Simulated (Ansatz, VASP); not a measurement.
CaS: VASP beside Ansatz

```
Ca S
1.0
     0.00000    2.81702    2.81702
     2.81702    0.00000    2.81702
     2.81702    2.81702    0.00000
Ca S
1 1
Cartesian
  0.0000 0.0000 0.0000
  2.8170 2.8170 2.8170
```

Alike in both runs: functional PBE; dispersion D3(BJ); k mesh 8 × 8 × 8; occupations gaussian, width 0.02 eV; no spin polarisation.

Ansatz relaxed the structure, and its values are those at the end. VASP's run is a single point on that final structure, the one shown.

```csv
,VASP,Ansatz
version,VASP 6.6.1,Ansatz 0.2.0
potentials or method,"VASP PAW PBE potentials, release 64 (Ca_sv, S)","scalar-relativistic, plane waves, PAW"
plane-wave cutoff (eV),520,420
valence electrons in the cell,16,16
```

```tsv
	VASP	Ansatz	Ansatz less VASP
gap on the k mesh at the Fermi level (eV)	2.28	2.29	+0.006
least direct gap on the mesh (eV)	3.11	3.11	+0.006
pressure (GPa)	0.2	0.0	-0.18
```

A k mesh can miss the band edges.
